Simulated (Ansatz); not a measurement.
**BaTe: a single-point run**

Wanted: a converged single-point run for BaTe, and a check of what comes out. The structure is shown as the input types it. The cell is built on a prototype (CsCl type) and needn't be the phase found in nature.

Method: density functional or hybrid calculation with the settings of its input, plane waves, in Ansatz 0.2.0.

4 further runs of the same task are left out: 1 for a known fault of the program, 3 that didn't finish.

### 1 Starting point

It takes space group Pm-3m (No. 221, cubic). The conventional cell has a = 4.245 Å, b = 4.245 Å, c = 4.245 Å, α = 90.00°, β = 90.00°, γ = 90.00°. Ba (site symmetry m-3m) has 8 Te at 3.68 Å as nearest neighbours. Te (site symmetry m-3m) has 8 Ba at 3.68 Å as nearest neighbours.

Coordinates:

```cif
data_structure
_symmetry_space_group_name_H-M 'Pm-3m'
_symmetry_Int_Tables_number 221
_cell_length_a 4.2448
_cell_length_b 4.2448
_cell_length_c 4.2448
_cell_angle_alpha 90.000
_cell_angle_beta 90.000
_cell_angle_gamma 90.000
_cell_volume 76.49
loop_
_atom_site_label
_atom_site_type_symbol
_atom_site_symmetry_multiplicity
_atom_site_Wyckoff_symbol
_atom_site_fract_x
_atom_site_fract_y
_atom_site_fract_z
_atom_site_occupancy
Ba1 Ba 1 a 0.00000 0.00000 0.00000 1
Te1 Te 1 b 0.50000 0.50000 0.50000 1
```

### 2 Running it

Input file input.yaml:

```yaml
crystal:
  lattice:
    - [4.2448181589, 0.0, 0.0]
    - [0.0, 4.2448181589, 0.0]
    - [0.0, 0.0, 4.2448181589]
  atoms:
    - { symbol: Ba, position: [0.0, 0.0, 0.0] }
    - { symbol: Te, position: [0.5, 0.5, 0.5] }
kpoints:
  mp_grid: { grid: [1, 1, 8] }
hamiltonian:
  xc: hse06
scf:
  occupations: { method: fixed }
  n_extra_bands: 4
output:
  forces: true
  stress: true
  eigenvalues: true
```

Command:

```bash
ansatz run input.yaml --threads 4 --pin off --max-ram 3686MiB --backend cpu --events-out ev --progress --plain --runs-dir out
```

Q: Will this input give a usable result? If not, why, and what should change?

This run ends as converged, with warnings (stress exchange threshold loose, stress scf threshold loose, symmetry narrowed by mesh). Its log warns: «crystal.symmetry: narrowed to the stabiliser of the k-point mesh — unitary ops 48 → 16; excluded 32 operations that carry a point of the 1×1×8 mesh (shift [0, 0 ...»

Fixed occupations are right only where a gap separates filled from empty bands at every k-point. This system has one (1.74 eV on the mesh), so they are sound here.

The occupations need no remedy; a run with other occupations serves as a check.
